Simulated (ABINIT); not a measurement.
# Rh (Fm-3m) in ABINIT: further runs

Runs on Rh. Level: PBE. Tasks: equation of state.

Program: ABINIT 10.8.3 (patched build). These are calculated values, not measurements. Logs are shortened: lines on timing, memory, paths and dates and some standing lists are left out, and cuts for length are marked. The log counts tension as positive stress, the text compression.

**What was measured.**

From “Thermal equation of state of rhodium characterized by XRD in a resistively heated diamond anvil cell”, 2024, pmc:11535440, for a bulk crystal of Rh: bulk modulus 264 ± 1 GPa.

How close the calculation comes is told below.

## 1. Starting point

It takes space group Fm-3m (No. 225, cubic). Conventional cell: a = 3.796 Å, b = 3.796 Å, c = 3.796 Å, α = 90.00°, β = 90.00°, γ = 90.00°. Rh (site symmetry m-3m) has 12 Rh at 2.68 Å as nearest neighbours.

## 2. Equation of state, PBE

Input file run.abi:

```
# Datasets: one volume each
ndtset 7
getwfk -1
scalecart1 3*0.9795861087
scalecart2 3*0.9864848297
scalecart3 3*0.9932883884
scalecart4 3*1.0000000000
scalecart5 3*1.0066227096
scalecart6 3*1.0131594038
scalecart7 3*1.0196128224

# Pseudopotentials
pp_dirpath "./"
pseudos "Rh.upf"

# Structure
acell 2.6839652093 2.6839652093 2.6839652093 Angstrom
rprim
     0.0000000000     0.7071067812     0.7071067812
     0.7071067812     0.0000000000     0.7071067812
     0.7071067812     0.7071067812     0.0000000000
ntypat 1
znucl 45
natom 1
typat 1
xred
     0.0000000000     0.0000000000     0.0000000000

# Plane-wave basis
ecut 46.0

# k points
kptopt 1
ngkpt 12 12 12
nshiftk 1
shiftk 0.0 0.0 0.0

# Exchange and correlation
ixc 11

# Bands and occupations
nband 13
occopt 3
tsmear 0.05 eV

# SCF cycle
nstep 100
tolvrs 1.0e-10

# Output
iomode 3
prtwf 1
prtden 0
prteig 0
prtebands 0
enunit 2
```

Potentials or basis: Ansatz NC PBE.

Run with:

```sh
abinit run.abi > log 2>&1
```

run.abo:

```text
[... set-up lines left out ...]
 ETOT  1  -117.19216826715    -1.172E+02 2.238E-01 1.157E+02
 ETOT  2  -117.23002314309    -3.785E-02 1.887E-01 9.506E+01
 ETOT  3  -117.25063379567    -2.061E-02 1.173E-02 6.584E-02
 ETOT  4  -117.25064879347    -1.500E-05 4.571E-03 2.575E-04
 ETOT  5  -117.25064883277    -3.930E-08 2.493E-03 1.726E-06
 ETOT  6  -117.25064883296    -1.953E-10 2.545E-03 1.067E-08
 ETOT  7  -117.25064883296    -1.464E-12 1.559E-03 8.174E-11

 At SCF step    7       vres2   =  8.17E-11 < tolvrs=  1.00E-10 =>converged.

 Cartesian components of stress tensor (hartree/bohr^3)
  sigma(1 1)= -9.74429732E-04  sigma(3 2)=  0.00000000E+00
  sigma(2 2)= -9.74429732E-04  sigma(3 1)=  0.00000000E+00
  sigma(3 3)= -9.74429732E-04  sigma(2 1)=  0.00000000E+00

--- !ResultsGS
iteration_state: {dtset: 1, }
comment   : Summary of ground state results
lattice_vectors:
- [  0.0000000,   3.5132040,   3.5132040, ]
- [  3.5132040,   0.0000000,   3.5132040, ]
- [  3.5132040,   3.5132040,   0.0000000, ]
lattice_lengths: [   4.96842,    4.96842,    4.96842, ]
lattice_angles: [ 60.000,  60.000,  60.000, ] # degrees, (23, 13, 12)
lattice_volume:   8.6724160E+01
convergence: {deltae: -1.464E-12, res2:  8.174E-11, residm:  1.559E-03, diffor: null, }
etotal    :  -1.17250649E+02
entropy   :   0.00000000E+00
fermie    :   7.17310270E-01
cartesian_stress_tensor: # hartree/bohr^3
- [ -9.74429732E-04,   0.00000000E+00,   0.00000000E+00, ]
- [  0.00000000E+00,  -9.74429732E-04,   0.00000000E+00, ]
- [  0.00000000E+00,   0.00000000E+00,  -9.74429732E-04, ]
pressure_GPa:   2.8669E+01
xred      :
- [  0.0000E+00,   0.0000E+00,   0.0000E+00, Rh]
cartesian_forces: # hartree/bohr
- [ -0.00000000E+00,  -0.00000000E+00,  -0.00000000E+00, ]
force_length_stats: {min:   0.00000000E+00, max:   0.00000000E+00, mean:   0.00000000E+00, }
...

 Integrated electronic density in atomic spheres:
 ------------------------------------------------
 Atom  Sphere_radius  Integrated_density
    1        2.00000         14.10196246
================================================================================

 ----iterations are completed or convergence reached----

 Mean square residual over all n,k,spin=   32.849E-07; max=  15.587E-04
 reduced coordinates (array xred) for    1 atoms
       0.000000000000      0.000000000000      0.000000000000
 rms dE/dt=  0.0000E+00; max dE/dt=  0.0000E+00; dE/dt below (all hartree)
    1       0.000000000000      0.000000000000      0.000000000000

 cartesian coordinates (angstrom) at end:
    1      0.00000000000000     0.00000000000000     0.00000000000000

 cartesian forces (hartree/bohr) at end:
    1     -0.00000000000000    -0.00000000000000    -0.00000000000000
 frms,max,avg= 0.0000000E+00 0.0000000E+00   0.000E+00  0.000E+00  0.000E+00 h/b

 cartesian forces (eV/Angstrom) at end:
    1     -0.00000000000000    -0.00000000000000    -0.00000000000000
 frms,max,avg= 0.0000000E+00 0.0000000E+00   0.000E+00  0.000E+00  0.000E+00 e/A
 length scales=  5.071959177042  5.071959177042  5.071959177042 bohr
              =  2.683965209300  2.683965209300  2.683965209300 angstroms
 Fermi (or HOMO) energy (hartree) =   0.71731   Average Vxc (hartree)=  -0.54503
 Eigenvalues (hartree) for nkpt=  72  k points:
 kpt#   1, nband= 13, wtk=  0.00058, kpt=  0.0000  0.0000  0.0000 (reduced coord)
  -2.19061   -0.99137   -0.99137   -0.99137    0.40578    0.59052    0.59052    0.59052
   0.67586    0.67586    1.29336    1.50322    1.50322
      occupation numbers for kpt#   1
   2.00000    2.00000    2.00000    2.00000    2.00000    2.00000    2.00000    2.00000
   2.00000    2.00000    0.00000    0.00000    0.00000
 prteigrs : prtvol=0 or 1, do not print more k-points.

 Fermi (or HOMO) energy (eV) =  19.51901   Average Vxc (eV)= -14.83106
 Eigenvalues (   eV  ) for nkpt=  72  k points:
 kpt#   1, nband= 13, wtk=  0.00058, kpt=  0.0000  0.0000  0.0000 (reduced coord)
 -59.60961  -26.97658  -26.97658  -26.97658   11.04187   16.06874   16.06874   16.06874
  18.39120   18.39120   35.19414   40.90483   40.90483
 prteigrs : prtvol=0 or 1, do not print more k-points.

--- !EnergyTerms
iteration_state     : {dtset: 1, }
comment             : Components of total free energy in Hartree
kinetic             :  3.88642044566334E+01
hartree             :  1.78858041167139E+01
xc                  : -1.89573176190043E+01
Ewald energy        : -9.42889408677534E+01
psp_core            :  3.25072501047002E+00
local_psp           : -7.55941934714490E+01
non_local_psp       :  1.15893404214195E+01
internal            : -1.17250377952970E+02
'-kT*entropy'       : -2.70879992764903E-04
total_energy        : -1.17250648832963E+02
total_energy_eV     : -3.19055269298563E+03
band_energy         : -5.10957704991694E+00
...

 Cartesian components of stress tensor (hartree/bohr^3)
  sigma(1 1)= -9.74429732E-04  sigma(3 2)=  0.00000000E+00
  sigma(2 2)= -9.74429732E-04  sigma(3 1)=  0.00000000E+00
  sigma(3 3)= -9.74429732E-04  sigma(2 1)=  0.00000000E+00

-Cartesian components of stress tensor (GPa)         [Pressure=  2.8669E+01 GPa]
- sigma(1 1)= -2.86687125E+01  sigma(3 2)=  0.00000000E+00
- sigma(2 2)= -2.86687125E+01  sigma(3 1)=  0.00000000E+00
- sigma(3 3)= -2.86687125E+01  sigma(2 1)=  0.00000000E+00
[... 822 lines left out ...]
etotal    :  -1.17253819E+02
entropy   :   0.00000000E+00
fermie    :   6.09118500E-01
cartesian_stress_tensor: # hartree/bohr^3
- [  2.57262522E-04,   0.00000000E+00,   0.00000000E+00, ]
- [  0.00000000E+00,   2.57262522E-04,   0.00000000E+00, ]
- [  0.00000000E+00,   0.00000000E+00,   2.57262522E-04, ]
pressure_GPa:  -7.5689E+00
xred      :
- [  0.0000E+00,   0.0000E+00,   0.0000E+00, Rh]
cartesian_forces: # hartree/bohr
- [ -0.00000000E+00,  -0.00000000E+00,  -0.00000000E+00, ]
force_length_stats: {min:   0.00000000E+00, max:   0.00000000E+00, mean:   0.00000000E+00, }
...

 Integrated electronic density in atomic spheres:
 ------------------------------------------------
 Atom  Sphere_radius  Integrated_density
    1        2.00000         14.04053093
================================================================================

 ----iterations are completed or convergence reached----

 Mean square residual over all n,k,spin=   28.528E-11; max=  23.729E-08
 reduced coordinates (array xred) for    1 atoms
       0.000000000000      0.000000000000      0.000000000000
 rms dE/dt=  0.0000E+00; max dE/dt=  0.0000E+00; dE/dt below (all hartree)
    1       0.000000000000      0.000000000000      0.000000000000

 cartesian coordinates (angstrom) at end:
    1      0.00000000000000     0.00000000000000     0.00000000000000

 cartesian forces (hartree/bohr) at end:
    1     -0.00000000000000    -0.00000000000000    -0.00000000000000
 frms,max,avg= 0.0000000E+00 0.0000000E+00   0.000E+00  0.000E+00  0.000E+00 h/b

 cartesian forces (eV/Angstrom) at end:
    1     -0.00000000000000    -0.00000000000000    -0.00000000000000
 frms,max,avg= 0.0000000E+00 0.0000000E+00   0.000E+00  0.000E+00  0.000E+00 e/A
 length scales=  5.071959177042  5.071959177042  5.071959177042 bohr
              =  2.683965209300  2.683965209300  2.683965209300 angstroms
 Fermi (or HOMO) energy (hartree) =   0.60912   Average Vxc (hartree)=  -0.51505
 Eigenvalues (hartree) for nkpt=  72  k points:
 kpt#   1, nband= 13, wtk=  0.00058, kpt=  0.0000  0.0000  0.0000 (reduced coord)
  -2.28455   -1.09118   -1.09118   -1.09118    0.33061    0.50428    0.50428    0.50428
   0.57486    0.57486    1.19070    1.37708    1.37708
      occupation numbers for kpt#   1
   2.00000    2.00000    2.00000    2.00000    2.00000    2.00000    2.00000    2.00000
   2.00000    2.00000    0.00000    0.00000    0.00000
 prteigrs : prtvol=0 or 1, do not print more k-points.

 Fermi (or HOMO) energy (eV) =  16.57496   Average Vxc (eV)= -14.01509
 Eigenvalues (   eV  ) for nkpt=  72  k points:
 kpt#   1, nband= 13, wtk=  0.00058, kpt=  0.0000  0.0000  0.0000 (reduced coord)
 -62.16585  -29.69248  -29.69248  -29.69248    8.99643   13.72229   13.72229   13.72229
  15.64281   15.64281   32.40065   37.47219   37.47219
 prteigrs : prtvol=0 or 1, do not print more k-points.

--- !EnergyTerms
iteration_state     : {dtset: 7, }
comment             : Components of total free energy in Hartree
kinetic             :  3.87203680632804E+01
hartree             :  1.96547964742289E+01
xc                  : -1.88922213743479E+01
Ewald energy        : -9.05874608958692E+01
psp_core            :  2.88271840556220E+00
local_psp           : -8.05932468851433E+01
non_local_psp       :  1.15615763191001E+01
internal            : -1.17253469893189E+02
'-kT*entropy'       : -3.48830357924930E-04
total_energy        : -1.17253818723547E+02
total_energy_eV     : -3.19063895010267E+03
band_energy         : -6.65387443938387E+00
...

 Cartesian components of stress tensor (hartree/bohr^3)
  sigma(1 1)=  2.57262522E-04  sigma(3 2)=  0.00000000E+00
  sigma(2 2)=  2.57262522E-04  sigma(3 1)=  0.00000000E+00
  sigma(3 3)=  2.57262522E-04  sigma(2 1)=  0.00000000E+00

-Cartesian components of stress tensor (GPa)         [Pressure= -7.5689E+00 GPa]
- sigma(1 1)=  7.56892472E+00  sigma(3 2)=  0.00000000E+00
- sigma(2 2)=  7.56892472E+00  sigma(3 1)=  0.00000000E+00
- sigma(3 3)=  7.56892472E+00  sigma(2 1)=  0.00000000E+00

== END DATASET(S) ==============================================================
================================================================================

 -outvars: echo values of variables after computation  --------
            acell      5.0719591770E+00  5.0719591770E+00  5.0719591770E+00 Bohr
           etotal1    -1.1725064883E+02
           etotal2    -1.1725219375E+02
           etotal3    -1.1725326674E+02
           etotal4    -1.1725392101E+02
           etotal5    -1.1725420388E+02
           etotal6    -1.1725415718E+02
           etotal7    -1.1725381872E+02
            fcart1    -0.0000000000E+00 -0.0000000000E+00 -0.0000000000E+00
            fcart2    -0.0000000000E+00 -0.0000000000E+00 -0.0000000000E+00
            fcart3    -0.0000000000E+00 -0.0000000000E+00 -0.0000000000E+00
            fcart4    -0.0000000000E+00 -0.0000000000E+00 -0.0000000000E+00
            fcart5     0.0000000000E+00  0.0000000000E+00  0.0000000000E+00
            fcart6    -0.0000000000E+00 -0.0000000000E+00 -0.0000000000E+00
            fcart7    -0.0000000000E+00 -0.0000000000E+00 -0.0000000000E+00
            rprim1     0.0000000000E+00  6.9267198023E-01  6.9267198023E-01
                       6.9267198023E-01  0.0000000000E+00  6.9267198023E-01
                       6.9267198023E-01  6.9267198023E-01  0.0000000000E+00
            rprim2     0.0000000000E+00  6.9755011263E-01  6.9755011263E-01
                       6.9755011263E-01  0.0000000000E+00  6.9755011263E-01
                       6.9755011263E-01  6.9755011263E-01  0.0000000000E+00
            rprim3     0.0000000000E+00  7.0236095512E-01  7.0236095512E-01
                       7.0236095512E-01  0.0000000000E+00  7.0236095512E-01
                       7.0236095512E-01  7.0236095512E-01  0.0000000000E+00
            rprim4     0.0000000000E+00  7.0710678120E-01  7.0710678120E-01
                       7.0710678120E-01  0.0000000000E+00  7.0710678120E-01
                       7.0710678120E-01  7.0710678120E-01  0.0000000000E+00
            rprim5     0.0000000000E+00  7.1178974407E-01  7.1178974407E-01
                       7.1178974407E-01  0.0000000000E+00  7.1178974407E-01
                       7.1178974407E-01  7.1178974407E-01  0.0000000000E+00
            rprim6     0.0000000000E+00  7.1641188486E-01  7.1641188486E-01
                       7.1641188486E-01  0.0000000000E+00  7.1641188486E-01
                       7.1641188486E-01  7.1641188486E-01  0.0000000000E+00
            rprim7     0.0000000000E+00  7.2097514092E-01  7.2097514092E-01
                       7.2097514092E-01  0.0000000000E+00  7.2097514092E-01
                       7.2097514092E-01  7.2097514092E-01  0.0000000000E+00
           strten1    -9.7442973207E-04 -9.7442973207E-04 -9.7442973207E-04
                       0.0000000000E+00  0.0000000000E+00  0.0000000000E+00
           strten2    -7.0325809660E-04 -7.0325809660E-04 -7.0325809660E-04
                       0.0000000000E+00  0.0000000000E+00  0.0000000000E+00
           strten3    -4.6254760381E-04 -4.6254760381E-04 -4.6254760381E-04
                       0.0000000000E+00  0.0000000000E+00  0.0000000000E+00
           strten4    -2.4892677370E-04 -2.4892677370E-04 -2.4892677370E-04
                       0.0000000000E+00  0.0000000000E+00  0.0000000000E+00
           strten5    -5.9454619158E-05 -5.9454619158E-05 -5.9454619158E-05
                       0.0000000000E+00  0.0000000000E+00  0.0000000000E+00
           strten6     1.0851417684E-04  1.0851417684E-04  1.0851417684E-04
                       0.0000000000E+00  0.0000000000E+00  0.0000000000E+00
           strten7     2.5726252226E-04  2.5726252226E-04  2.5726252226E-04
                       0.0000000000E+00  0.0000000000E+00  0.0000000000E+00
 Calculation completed.
```

It took 3.3 min on 1 thread of Arm Neoverse V1, shared host; peak memory 0.11 GiB.

Results:

```
Equilibrium volume                      : 14.04 Å³/atom
Bulk modulus                            : 258 GPa
Pressure derivative of the bulk modulus : 5.2
```

Energy against volume, from the lowest point:
```
volume (Å³/atom)  energy (meV/atom)
          12.851              96.74
          13.125              54.70
          13.398              25.50
          13.671               7.70
          13.945               0.00
          14.218               1.27
          14.492              10.48
```

Caveat: pressures at fixed basis lie under the slope of the energies. PBE usually gives volumes a little too large and moduli too small.

[end of part 1 of 2]
